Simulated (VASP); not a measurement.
An input for Quantum ESPRESSO's pw.x (written as the equivalent of a VASP run, and not itself run):

```
&CONTROL
  calculation = 'scf'
  pseudo_dir = './pseudo'
  outdir = './out'
  tprnfor = .true.
  tstress = .true.
/
&SYSTEM
  ibrav = 0
  nat = 2
  ntyp = 2
  ecutwfc = 74
  occupations = 'smearing'
  smearing = 'gaussian'
  degauss = 0.000735
  input_dft = 'pz'
/
&ELECTRONS
  conv_thr = 7.3e-08
  electron_maxstep = 100
/
ATOMIC_SPECIES
  Li 6.940 Li.upf
  I 126.904 I.upf
CELL_PARAMETERS angstrom
     0.0000000    3.0143150    3.0143150
     3.0143150    0.0000000    3.0143150
     3.0143150    3.0143150    0.0000000
ATOMIC_POSITIONS crystal
  Li   0.0000000  0.0000000  0.0000000
  I    0.5000000  0.5000000  0.5000000
K_POINTS automatic
  5 5 5 0 0 0
```

**Question.** Write the VASP files for the same calculation (LDA).

**Answer.** One answer among several that fit: 
POSCAR:
```
LiI
1
    0.0000000000     3.0143150000     3.0143150000
    3.0143150000     0.0000000000     3.0143150000
    3.0143150000     3.0143150000     0.0000000000
Li I
1 1
Direct
  0.0000000000   0.0000000000   0.0000000000
  0.5000000000   0.5000000000   0.5000000000
```

INCAR:
```
SYSTEM = LiI
PREC = Accurate; ENCUT = 400; LREAL = .FALSE.
LASPH = .TRUE.
EDIFF = 1E-6; NELM = 100; ALGO = Normal
LMAXMIX = 4
ISMEAR = 0; SIGMA = 0.01
ISIF = 2
LWAVE = .FALSE.; LCHARG = .FALSE.
```

### KPOINTS
```
kpoints
0
G
  5 5 5
```

POTCAR, in this order: Li_sv I (LDA.64 set). Program: vasp_std.

Limits of the translation: the potentials are each code's own (VASP's PAW set, PseudoDojo norm-conserving files in pw.x), so ENCUT and ecutwfc are chosen apart and not converted; conv_thr bounds pw.x's estimated SCF error, while EDIFF bounds the energy change between steps.

The structure comes from a computed database's LiI entry; how it stands against other phases isn't given here. The cell was not relaxed at this level.
